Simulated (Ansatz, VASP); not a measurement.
Cd2S in VASP and in Ansatz

File INCAR:

```
SYSTEM = Cd2S
ALGO = Normal
EDIFF = 1E-6
ENCUT = 520
ISIF = 2
ISMEAR = -1
LASPH = .TRUE.
LCHARG = .FALSE.
LREAL = .FALSE.
LWAVE = .FALSE.
NBANDS = 22
NELM = 60
PREC = Accurate
SIGMA = 0.05
```

The input KPOINTS:

```
k-points
0
G
  8 8 5
  0 0 0
```

File POSCAR:

```
Cd2S
1.0
    3.9889136618      0.0000000000      0.0000000000
   -1.9944568309      3.4545005647      0.0000000000
    0.0000000000      0.0000000000      5.8476645914
Cd S
2 1
Direct
    0.3333333333      0.6666666667      0.9327170000
    0.6666666667      0.3333333333      0.5787350000
    0.3333333333      0.6666666667      0.3657050000
```

The input input.yaml:

```yaml
crystal:
  lattice:
    - [3.9889136618, 0.0, 0.0]
    - [-1.9944568309, 3.4545005647, 0.0]
    - [0.0, 0.0, 5.8476645914]
  atoms:
    - { symbol: Cd, position: [0.3333333333, 0.6666666667, 0.932717] }
    - { symbol: Cd, position: [0.6666666667, 0.3333333333, 0.578735] }
    - { symbol: S, position: [0.3333333333, 0.6666666667, 0.365705] }
kpoints:
  mp_grid: { grid: [8, 8, 5] }
scf:
  occupations: { method: fermi_dirac, width: 0.05 }
hamiltonian:
  xc: lda
  pseudopotentials: { kind: all_electron, lapw: { basis_error: 0.002 } }
output:
  forces: true
  stress: true
  eigenvalues: true
```

Change from the starting cell: volume scaled by 1.02.

Alike in both runs: task single point; functional LDA; k mesh 8 × 8 × 5; occupations fermi-dirac, width 0.05 eV; no spin polarisation.

```csv
,VASP,Ansatz
version,VASP 6.6.1,Ansatz 0.2.0
potentials or method,"VASP PAW LDA potentials, release 64 (Cd, S)","all-electron LAPW, scalar-relativistic"
plane-wave cutoff (eV),520,see its input
```

VASP gave:

| Item | Value |
| --- | --- |
| gap on the k mesh at the Fermi level (eV) | 0.25 |
| least direct gap on the mesh (eV) | 0.56 |
| pressure (GPa) | -5.2 |
| largest component of the traceless stress (GPa) | 1.20 |
| rms of the force components (eV/Å) | 0.096 |

Which values does Ansatz return?

gap on the k mesh at the Fermi level (eV): 0.26; least direct gap on the mesh (eV): 0.57; pressure (GPa): -5.5; largest component of the traceless stress (GPa): 1.30; rms of the force components (eV/Å): 0.103.

Atom by atom the forces differ by 0.009 eV/Å (rms over components). Ansatz ran all-electron here, so the differences hold the error of VASP's frozen core and of both bases.

Caveats: an odd mesh through Γ misses points on the zone boundary, where band edges often lie.
